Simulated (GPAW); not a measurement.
# InP (F-43m): G0W0 on several meshes in GPAW

Wanted: mesh dependence and cost of G0W0 for InP (F-43m).

Program: GPAW 26.7.0. Level of theory: PBE and many-body steps on it, plane waves. Results are calculated unless marked as measured.

This is a report of a sequence of runs, with most program output left out.

The database entry behind the starting cell differs from later determinations by our own check (0.1 to 0.3 % short, probably kX units), so it need not match the best structure at ambient conditions.

### Step 1. Starting point

It takes space group F-43m (No. 216, cubic). Conventional cell: a = 5.861 Å, b = 5.861 Å, c = 5.861 Å, α = 90.00°, β = 90.00°, γ = 90.00°. Nearest to In lie 4 P at 2.54 Å. Nearest to P lie 4 In at 2.54 Å. Farther neighbours are not listed.

As a file:

```cif
data_structure
_symmetry_space_group_name_H-M 'F-43m'
_symmetry_Int_Tables_number 216
_cell_length_a 5.8610
_cell_length_b 5.8610
_cell_length_c 5.8610
_cell_angle_alpha 90.000
_cell_angle_beta 90.000
_cell_angle_gamma 90.000
_cell_volume 201.33
loop_
_atom_site_label
_atom_site_type_symbol
_atom_site_symmetry_multiplicity
_atom_site_Wyckoff_symbol
_atom_site_fract_x
_atom_site_fract_y
_atom_site_fract_z
_atom_site_occupancy
In1 In 4 a 0.00000 0.00000 0.00000 1
P1 P 4 d 0.25000 0.25000 0.75000 1
```

The cell and positions come from the Crystallography Open Database and are kept as given unless a step says otherwise.

### Step 2. Empty states on the mesh, 6×6×6 mesh, 603 bands

This step: GPAW 26.7.0; DFT, PBE, plane waves, PAW.

The sums over transitions need many empty states on a uniform mesh; this step solves for them.

The input, run.py:

```python
import json
import numpy as np
from gpaw.mpi import world
from gpaw import GPAW

calc = GPAW('gs.gpw').fixed_density(kpts={'size': (6, 6, 6), 'gamma': True},
    parallel={'domain': 1, 'band': 1},
    txt='nscf.txt')
calc.diagonalize_full_hamiltonian(nbands=603)
calc.write('full.gpw', mode='all')
res = {}
kpts = calc.get_ibz_k_points()
res['kpts'] = kpts
res['eigenvalues'] = [calc.get_eigenvalues(kpt=k) for k in range(len(kpts))]
res['n_electrons'] = calc.get_number_of_electrons()

if world.rank == 0:
    with open('result.json', 'w') as f:
        json.dump(res, f, default=lambda x: x.tolist())
```

Run with:

```console
> mpirun -n 4 gpaw python run.py
```

Run time: 12 s. Hardware: 4 MPI ranks of Intel Xeon Platinum 8259CL at 2.50GHz (Skylake/Cascade Lake), shared host; peak memory 1.1 GiB; 49 s of CPU time.

This step gave:

- gap: 0.7081 eV
- k of the valence top: 0, 0, 0
- k of the conduction bottom: 0, 0, 0
- least direct gap: 0.7081 eV
- k points computed: 16
- lowest point of the top converged band, above the valence top: 289.0842 eV

On this mesh the gap is 0.708 eV.

### Step 3. 6×6×6

Now the one-shot GW correction: screening in the RPA, then the self-energy of the levels asked for.

This step: G0W0 on PBE, plane waves, PAW.

The input, run.py:

```python
import json
import numpy as np
from gpaw.mpi import world
from gpaw.response.g0w0 import G0W0

gw = G0W0('full.gpw',
    filename='gw',
    kpts=[0],
    bands=(7, 11),
    ecut=180,
    nbands=276,
    integrate_gamma='WS',
    ppa=True)
gw.calculate()
res = {mode: {k: v for k, v in r.items() if k != 'sigma_eskwn'}
       for mode, r in gw.all_results.items()}

if world.rank == 0:
    with open('result.json', 'w') as f:
        json.dump(res, f, default=lambda x: x.tolist())
```

Run with:

```console
> mpirun -n 4 gpaw python run.py
```

It took 8.1 min on 4 MPI ranks; peak memory 1.4 GiB.

Numbers from this step:

```yaml
g0w0_gap_on_the_points_computed: 1.349 eV
least_direct_g0w0_gap_on_the_computed_points: 1.349 eV
z_at_the_valence_top: 0.7778
z_at_the_conduction_bottom: 0.7931
starting_gap_on_the_mesh: 0.7081 eV
k_of_the_valence_top: 0, 0, 0
k_of_the_conduction_bottom: 0, 0, 0
```

The gap on the mesh goes from 0.71 eV to 1.35 eV, a correction of +0.64 eV.

### Step 4. Empty states on the mesh, 4×4×4 mesh, 286 bands

This step: DFT, PBE, plane waves, PAW.

The input, run.py:

```python
import json
import numpy as np
from gpaw.mpi import world
from gpaw import GPAW

calc = GPAW('gs.gpw').fixed_density(kpts={'size': (4, 4, 4), 'gamma': True},
    parallel={'domain': 1, 'band': 1},
    txt='nscf.txt')
calc.diagonalize_full_hamiltonian(nbands=286)
calc.write('full.gpw', mode='all')
res = {}
kpts = calc.get_ibz_k_points()
res['kpts'] = kpts
res['eigenvalues'] = [calc.get_eigenvalues(kpt=k) for k in range(len(kpts))]
res['n_electrons'] = calc.get_number_of_electrons()

if world.rank == 0:
    with open('result.json', 'w') as f:
        json.dump(res, f, default=lambda x: x.tolist())
```

Run with:

```console
> mpirun -n 4 gpaw python run.py
```

The job ended after 14 s (4 MPI ranks; peak memory 1 GiB).

This step gave:

| Property | Result |
| --- | --- |
| gap | 0.7081 eV |
| k of the valence top | 0, 0, 0 |
| k of the conduction bottom | 0, 0, 0 |
| least direct gap | 0.7081 eV |
| k points computed | 8 |
| lowest point of the top converged band, above the valence top | 167.1883 eV |

On this mesh the gap is 0.708 eV.

### Step 5. 4×4×4

This step: G0W0 on PBE, plane waves, PAW.

The input, run.py:

```python
import json
import numpy as np
from gpaw.mpi import world
from gpaw.response.g0w0 import G0W0

gw = G0W0('full.gpw',
    filename='gw',
    kpts=[0],
    bands=(7, 11),
    ecut=180,
    nbands=276,
    integrate_gamma='WS',
    ppa=True)
gw.calculate()
res = {mode: {k: v for k, v in r.items() if k != 'sigma_eskwn'}
       for mode, r in gw.all_results.items()}

if world.rank == 0:
    with open('result.json', 'w') as f:
        json.dump(res, f, default=lambda x: x.tolist())
```

Run with:

```console
> mpirun -n 4 gpaw python run.py
```

Wall time 2.8 min (4 MPI ranks); peak memory 1.3 GiB.

Numbers from this step:

* G0W0 gap on the points computed: 1.366 eV
* least direct G0W0 gap on the computed points: 1.366 eV
* Z at the valence top: 0.7767
* Z at the conduction bottom: 0.7912
* starting gap on the mesh: 0.7081 eV
* k of the valence top: 0, 0, 0
* k of the conduction bottom: 0, 0, 0

Against G0W0 in GPAW (6×6×6 mesh, 276 bands, screening to 180 eV, Godby-Needs plasmon pole), the gap moves by +0.016 eV.

### Step 6. Side by side

Times are wall times on 4 MPI ranks of Intel Xeon Platinum 8259CL at 2.50GHz (Skylake/Cascade Lake), shared host. The host was busy with other work, so they are no guide to cost.

| run | mesh | bands | screening cutoff (eV) | DFT gap (eV) | gap on the mesh (eV) | direct (eV) | time |
| --- | --- | --- | --- | --- | --- | --- | --- |
| 6×6×6 | 6×6×6 | 276 | 180 | 0.708 | 1.349 | 1.349 | 8.1 min |
| 4×4×4 | 4×4×4 | 276 | 180 | 0.708 | 1.366 | 1.366 | 2.8 min |

### Step 7. Outcome

```json
{"6×6×6": "1.349 eV", "4×4×4": "1.366 eV", "known limits": "not at the basis limit; no spin-orbit coupling; coarse k mesh"}
```

What this shows: 4×4×4: +0.016 eV against 6×6×6. Bands and cutoff are finite, so the gap is not at the basis limit. The miss can reach some tenths of an eV and take either sign; the mesh is an error of its own. These stock PAW sets were not made for GW. In the G0W0 runs levels were corrected at 1 k point alone, so a gap called «on the mesh» is the least over those, and an edge elsewhere would be missed. The many-body steps are scalar-relativistic: spin-orbit coupling is not in them.

[Paths, hosts, dates, memory and timing lines, banners, echoed tables and standing remarks are left out of the program output.]

[Logs are printed without paths, hosts, clocks, repeated set-up lines and the standing remarks that a program may print on its own settings, such as how far it seeks lower states.]

[Runs of the session that timed out or met a known fault of the program may be left out.]

[Hosts, paths, dates, database ids (printed as entryN), source tags and the programs' standing remarks are cut or masked in the printed files.]
